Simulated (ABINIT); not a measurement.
Set up this calculation in ABINIT 10.8.3 (patched build), as the native input.

```
Task                                            : equation of state
Functional                                      : PBE
Dispersion                                      : D3(BJ)
Potentials or basis                             : JTH PAW PBE v2.0
Cutoff                                          : 408 eV
k mesh                                          : 11 × 11 × 11
Occupations                                     : fermi-dirac, width 0.05 eV
Spin                                            : no spin polarisation
Fine-grid cutoff                                : 816.342 eV
Exchange and correlation inside the PAW spheres : full angular mesh (pawxcdev 0, this build's default; the released program takes 1)
```

The system is Ti.

```xyz
1
Lattice="-1.6410 1.6410 1.6410 1.6410 -1.6410 1.6410 1.6410 1.6410 -1.6410" Properties=species:S:1:pos:R:3 pbc="T T T"
Ti    0.0000    0.0000    0.0000
```

This isn't the form of Ti at room conditions, which is hcp.

The input as run:

run.abi

```
ndtset 7
getwfk -1
scalecart1 3*0.9795861087
scalecart2 3*0.9864848297
scalecart3 3*0.9932883884
scalecart4 3*1.0000000000
scalecart5 3*1.0066227096
scalecart6 3*1.0131594038
scalecart7 3*1.0196128224

pp_dirpath "./"
pseudos "Ti.GGA_PBE-JTH.xml"

acell 2.8422953752 2.8422953752 2.8422953752 Angstrom
rprim
    -0.5773502692     0.5773502692     0.5773502692
     0.5773502692    -0.5773502692     0.5773502692
     0.5773502692     0.5773502692    -0.5773502692
ntypat 1
znucl 22
natom 1
typat 1
xred
     0.0000000000     0.0000000000     0.0000000000

ecut 15.0
pawecutdg 30.0

kptopt 1
ngkpt 11 11 11
nshiftk 1
shiftk 0.0 0.0 0.0

ixc 11
vdw_xc 7

nband 10
occopt 3
tsmear 0.05 eV

nstep 100
tolvrs 1.0e-9

iomode 3
prtwf 1
prtden 0
prteig 0
prtebands 0
```

Potentials or basis: JTH PAW PBE v2.0.

Launch:

```console
$ abinit run.abi > log 2>&1
```

Results of the run:

```json
{"Equilibrium volume": "16.32 Å³/atom (rough: see the caveat)", "Bulk modulus": "115 GPa (rough)"}
```

Caveat: pressures at fixed basis lie under the slope of the energies; the minimum lies outside the volumes run.

It took 35 s on 1 thread of Arm Neoverse V1, with other jobs on the host, peak memory 0.13 GiB.
